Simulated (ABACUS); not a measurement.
Wanted: the native input for an ABACUS 3.10.1 run.

```yaml
Task: band structure
Functional: PBE
Potentials_or_basis: PseudoDojo NC FR 0.4 PBE standard
Cutoff: 1361 eV
Density_cutoff: 5442 eV
Basis: DZP LCAO (the cutoffs set its grid)
Occupations: fermi-dirac, width 0.05 eV
Spin: spin-orbit coupling, no magnetisation
Radial_cutoff_of_the_potentials_pseudo_rcut: 7 bohr
Orbital_files: Ta Ta_confined-atom_7au_3s2p2d1f.orb
Density: read from an earlier self-consistent run
Path: G-H-N-G-P-H, P-N
Points_for_each_segment_of_the_path: 10
SCF_threshold_on_the_density: 1e-07
Max_SCF_steps: 100
Eigensolver: genelpa
Mixing: broyden
Mixing_share: 0.4
Symmetry_key: -1
Bands: 34
```

Ta:

```
CELL_PARAMETERS angstrom
-1.65128 1.65128 1.65128
1.65128 -1.65128 1.65128
1.65128 1.65128 -1.65128
ATOMIC_POSITIONS crystal
Ta 0.00000 0.00000 0.00000
```

These files were run (other wordings do the same):

INPUT

```
INPUT_PARAMETERS
suffix              Ta
calculation         nscf
basis_type          lcao
pseudo_dir          ./
orbital_dir         ./
symmetry            -1
dft_functional      pbe
ecutwfc             100.0
pseudo_rcut         7
nspin               4
nbands              34
ks_solver           genelpa
smearing_method     fd
smearing_sigma      0.00367493
scf_thr             1e-07
scf_nmax            100
mixing_type         broyden
mixing_beta         0.4
noncolin            0
lspinorb            1
init_chg            file
out_band            1
```

STRU

```
ATOMIC_SPECIES
Ta 180.9479 Ta.upf

NUMERICAL_ORBITAL
Ta_confined-atom_7au_3s2p2d1f.orb

LATTICE_CONSTANT
1.8897261246

LATTICE_VECTORS
-1.6512800000 1.6512800000 1.6512800000
1.6512800000 -1.6512800000 1.6512800000
1.6512800000 1.6512800000 -1.6512800000

ATOMIC_POSITIONS
Cartesian

Ta
0.0
1
0.0000000000 0.0000000000 0.0000000000 1 1 1
```

KPT

```
K_POINTS
8
Line
0.00000000 0.00000000 0.00000000 10 // G
0.50000000 -0.50000000 0.50000000 10 // H
0.00000000 0.00000000 0.50000000 10 // N
0.00000000 0.00000000 0.00000000 10 // G
0.25000000 0.25000000 0.25000000 10 // P
0.50000000 -0.50000000 0.50000000 1 // H
0.25000000 0.25000000 0.25000000 10 // P
0.00000000 0.00000000 0.50000000 1 // N
```

Potentials or basis: PseudoDojo NC FR 0.4 PBE standard, DZP LCAO (the cutoffs set its grid).

The run is started by

```sh
$ OMP_NUM_THREADS=1 mpirun -np 4 abacus > log
```

It took 1.8 s on 4 MPI ranks on Intel(R) Xeon(R) Platinum 8488C (Sapphire Rapids), with other jobs on the host, peak memory 0.4 GiB a rank.
